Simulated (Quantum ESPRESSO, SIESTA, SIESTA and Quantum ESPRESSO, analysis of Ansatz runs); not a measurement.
# Si_Al in AlN (P6_3mc): how far do the levels depend on the basis, the k-points and the program? (SIESTA and Quantum ESPRESSO)

We place the charge-transition levels of Si_Al in AlN (P6_3mc) with atom-centred orbitals, then repeat the energies at other levels of method to see what holds. Model: a cell of 72 host atoms with 1 Al taken out and 1 Si put in.

Main program and level: SIESTA and Quantum ESPRESSO; SIESTA numerical-orbital DFT, PBEsol, DZP basis, PseudoDojo 0.4.1 potentials converted to PSML; charged supercells in a uniform background, point-charge correction with alignment at far sites.

## Step 1: The starting structure

The cell holds 72 atoms: 35 Al, 36 N and 1 Si. Cell: a = 9.367 Å, b = 9.367 Å, c = 10.011 Å, α = 90.0°, β = 90.0°, γ = 120.0°. It derives from AlN (space group P6_3mc). Nearest the centre at fractional (0.444, 0.556, 0.500): Si34 at 0.00 Å, N11 at 1.90 Å, N43 at 1.90 Å, N35 at 1.90 Å, N40 at 1.91 Å, Al33 at 3.08 Å, Al37 at 3.08 Å, Al9 at 3.08 Å.

Coordinates:

```
CELL_PARAMETERS angstrom
9.36706 -0.00002 0.00000
-4.68354 8.11210 0.00000
0.00000 0.00000 10.01083
ATOMIC_POSITIONS crystal
Al 0.22222 0.11111 0.24963
Al 0.11111 0.22222 0.49963
N 0.22222 0.11111 0.44036
N 0.11111 0.22222 0.19036
Al 0.22222 0.11111 0.74963
Al 0.11111 0.22222 0.99963
N 0.22222 0.11111 0.94036
N 0.11111 0.22222 0.69036
Al 0.22222 0.44444 0.24963
Al 0.11111 0.55556 0.49963
N 0.22222 0.44444 0.44036
N 0.11111 0.55556 0.19036
Al 0.22222 0.44444 0.74963
Al 0.11111 0.55556 0.99963
N 0.22222 0.44444 0.94036
N 0.11111 0.55556 0.69036
Al 0.22222 0.77778 0.24963
Al 0.11111 0.88889 0.49963
N 0.22222 0.77778 0.44036
N 0.11111 0.88889 0.19036
Al 0.22222 0.77778 0.74963
Al 0.11111 0.88889 0.99963
N 0.22222 0.77778 0.94036
N 0.11111 0.88889 0.69036
Al 0.55556 0.11111 0.24963
Al 0.44444 0.22222 0.49963
N 0.55556 0.11111 0.44036
N 0.44444 0.22222 0.19036
Al 0.55556 0.11111 0.74963
Al 0.44444 0.22222 0.99963
N 0.55556 0.11111 0.94036
N 0.44444 0.22222 0.69036
Al 0.55556 0.44444 0.24963
Si 0.44444 0.55556 0.49963
N 0.55556 0.44444 0.44036
N 0.44444 0.55556 0.19036
Al 0.55556 0.44444 0.74963
Al 0.44444 0.55556 0.99963
N 0.55556 0.44444 0.94036
N 0.44444 0.55556 0.69036
Al 0.55556 0.77778 0.24963
Al 0.44444 0.88889 0.49963
N 0.55556 0.77778 0.44036
N 0.44444 0.88889 0.19036
Al 0.55556 0.77778 0.74963
Al 0.44444 0.88889 0.99963
N 0.55556 0.77778 0.94036
N 0.44444 0.88889 0.69036
Al 0.88889 0.11111 0.24963
Al 0.77778 0.22222 0.49963
N 0.88889 0.11111 0.44036
N 0.77778 0.22222 0.19036
Al 0.88889 0.11111 0.74963
Al 0.77778 0.22222 0.99963
N 0.88889 0.11111 0.94036
N 0.77778 0.22222 0.69036
Al 0.88889 0.44444 0.24963
Al 0.77778 0.55556 0.49963
N 0.88889 0.44444 0.44036
N 0.77778 0.55556 0.19036
Al 0.88889 0.44444 0.74963
Al 0.77778 0.55556 0.99963
N 0.88889 0.44444 0.94036
N 0.77778 0.55556 0.69036
Al 0.88889 0.77778 0.24963
Al 0.77778 0.88889 0.49963
N 0.88889 0.77778 0.44036
N 0.77778 0.88889 0.19036
Al 0.88889 0.77778 0.74963
Al 0.77778 0.88889 0.99963
N 0.88889 0.77778 0.94036
N 0.77778 0.88889 0.69036
```

Screening for the image-charge correction: ε∞ = (4.46, 4.46, 4.69), ε0 = (8.01, 8.01, 9.50), from a response run on this crystal (DFPT, PBEsol, Quantum ESPRESSO) at that run's own cell.

The cell's shortest repeat is 9.4 Å.

The primitive cell was relaxed at this level beforehand, to 42.26 Å³.

The defect-free supercell was relaxed beforehand, from displaced atoms: they ended at most 0.01 Å from the sites they started about, so the symmetric structure holds.

## Step 2: Band edges

Levels are counted from the valence top, which comes from the unit cell, dense mesh; the energy of the host comes from the defect-free supercell at the defects' own k-points, so that the host's part of the sampling error cancels.

Input file host.fdf:

```
SystemName                      AlN
SystemLabel                     host
NumberOfSpecies                 2
NumberOfAtoms                   4
%block ChemicalSpeciesLabel
  1   13 Al
  2    7 N
%endblock ChemicalSpeciesLabel
LatticeConstant                 1.0 Ang
%block LatticeVectors
     3.122353000    -0.000006000     0.000000000
    -1.561181000     2.704034000     0.000000000
     0.000000000     0.000000000     5.005415000
%endblock LatticeVectors
AtomicCoordinatesFormat         Fractional
%block AtomicCoordinatesAndAtomicSpecies
     0.666665682     0.333334566     0.499261899  1
     0.333334318     0.666665434     0.999261799  1
     0.666667319     0.333332717     0.880714386  2
     0.333332681     0.666667283     0.380714486  2
%endblock AtomicCoordinatesAndAtomicSpecies
%block kgrid.MonkhorstPack
   12   0   0  0.00
    0  12   0  0.00
    0   0   6  0.00
%endblock kgrid.MonkhorstPack
XC.Functional                   GGA
XC.Authors                      PBEsol
PAO.BasisSize                   DZP
PAO.EnergyShift                 0.005 Ry
Mesh.Cutoff                     300 Ry
OccupationFunction              FD
ElectronicTemperature           0.01 eV
MaxSCFIterations                150
SCF.MustConverge                true
SCF.Mixer.Method                Pulay
SCF.Mixer.Weight                0.2
SCF.Mixer.History               10
SCF.DM.Tolerance                1.0e-4
SCF.H.Tolerance                 1.0e-3 eV
WriteForces                     true
Charge.Mulliken                 end
```

The run is started by

```bash
OMP_NUM_THREADS=1 siesta host.fdf > host.out
```

The log of the run:

```text
Version         : 5.4.2

                           ***********************
                           *  WELCOME TO SIESTA  *
                           ***********************

[...]
reinit: Reading from file host.fdf

reinit: -----------------------------------------------------------------------
reinit: System Name: AlN
reinit: -----------------------------------------------------------------------
reinit: System Label: host
reinit: -----------------------------------------------------------------------

initatom: Reading input for the pseudopotentials and atomic orbitals ----------
Species number:   1 Atomic number:   13 Label: Al
Species number:   2 Atomic number:    7 Label: N

[... pseudopotential checks and orbital generation ...]

prinput: Basis input

PAO.BasisType split

%block ChemicalSpeciesLabel
    1   13 Al                      # Species index, atomic number, species label
    2    7 N                       # Species index, atomic number, species label
%endblock ChemicalSpeciesLabel

%block PAO.Basis                 # Define Basis set
# WARNING: This information might be incomplete!
[...]
(Free)E + p*V (eV/cell)     -693.9155
Target enthalpy (eV/cell)     -693.9241
[...]
siesta: Final energy (eV):
siesta:  Band Struct. =    -214.954279
siesta:       Kinetic =     440.615373
siesta:       Hartree =     152.955617
siesta:         Exch. =    -206.292368
siesta:         Corr. =     -22.097524
siesta:   Exch.-corr. =    -228.389891
siesta:  Ion-electron =    -712.026078
siesta:       Ion-ion =    -347.079087
siesta:         Total =    -693.924066
siesta:         Fermi =      -6.458075
[...]
siesta: Stress tensor (static) (eV/Ang**3):
siesta:    -0.000547    0.000008   -0.000000
siesta:     0.000008   -0.000538    0.000000
siesta:    -0.000000    0.000000    0.000479
[...]
siesta: Cell volume =         42.260415 Ang**3
[...]
siesta: Pressure (static):
siesta:                Solid            Molecule  Units
siesta:           0.00000220          0.00000216  Ry/Bohr**3
siesta:           0.00020212          0.00019799  eV/Ang**3
siesta:           0.32383567          0.31722074  kBar
[...]
mulliken: Qtot =       16.000

Mulliken Atomic Populations:
Atom #   charge [q] valence [e]  Species
     1     0.213178    2.786822  Al
     2     0.213179    2.786821  Al
     3    -0.213178    5.213178  N
     4    -0.213178    5.213178  N
 Total    -0.000000

Job completed
```

Run time: 48 s. Hardware: 1 MPI rank of Arm Neoverse V2, shared host; peak memory 0.25 GiB.

The gap at this level is 4.15 eV.

Test of the sampling: at one point at (¼, ¼, ¼) the host's energy lies 16 meV an atom below its value on the primitive cell's dense mesh, close enough for the relaxations, while formation energies at this sampling may be off by a tenth of an eV or more.

[end of part 1 of 4]

[Logs are printed without paths, hosts, clocks, repeated set-up lines and the standing remarks that a program may print on its own settings, such as how far it seeks lower states.]

[Hosts, paths, dates, database ids (printed as entryN), source tags and the programs' standing remarks are cut or masked in the printed files.]

[For some hosts the program warned that the k-mesh of the response run may be too coarse for force constants and the static dielectric constant; such warnings are not shown here.]

[Charge tables in the logs are Mulliken or Hirshfeld populations, whose sizes and signs can differ; where basis functions stand at a vacancy, SIESTA counts their charge against the missing atom's valence.]

[In relaxation paths of CP2K, step 0 can be the structure after the first move, since the trajectory file begins there, and the last row can be the final structure solved once more.]
